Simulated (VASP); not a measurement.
BaZrO3, 5 atoms in the cell. Symmetry: Pm-3m, No. 221, cubic system. Conventional cell: a = 4.158 Å, b = 4.158 Å, c = 4.158 Å, α = 90.00°, β = 90.00°, γ = 90.00°. Around Ba (site symmetry m-3m) lie 12 O at 2.94 Å. Zr (site symmetry m-3m) has 6 O at 2.08 Å as nearest neighbours. Around O (site symmetry 4/mmm) lie 2 Zr at 2.08 Å. 

```yaml
Program: VASP 6.6.1
Task: relaxation of cell and atoms
Functional: LDA
Potentials_or_basis: VASP PAW LDA potentials, release 64 (Ba_sv, Zr_sv, O)
Cutoff: 600 eV
k_mesh: 6 × 6 × 6
Occupations: gaussian, width 0.03 eV
Spin: no spin polarisation
Further_INCAR_settings: ALGO = Normal; EDIFF = 1e-07; IBRION = 2; EDIFFG = -0.005; NSW = 90; ISIF = 3
```

Potentials or basis: VASP PAW LDA potentials, release 64 (Ba_sv, Zr_sv, O).

Launch:

```console
$ cat potpaw_LDA.64/Ba_sv/POTCAR potpaw_LDA.64/Zr_sv/POTCAR potpaw_LDA.64/O/POTCAR > POTCAR
$ mpirun -np 2 vasp_std > vasp.out
```

Hardware: 2 MPI ranks on AMD EPYC 9R45 (Zen 5), on a shared host.

Q: How long does it take, and how much memory?

A: Run time: 16 s on 2 MPI ranks on AMD EPYC 9R45 (Zen 5) (shared host), peak memory 0.17 GiB a rank. Counts: scf iterations 14, k points 20, ion steps 1.
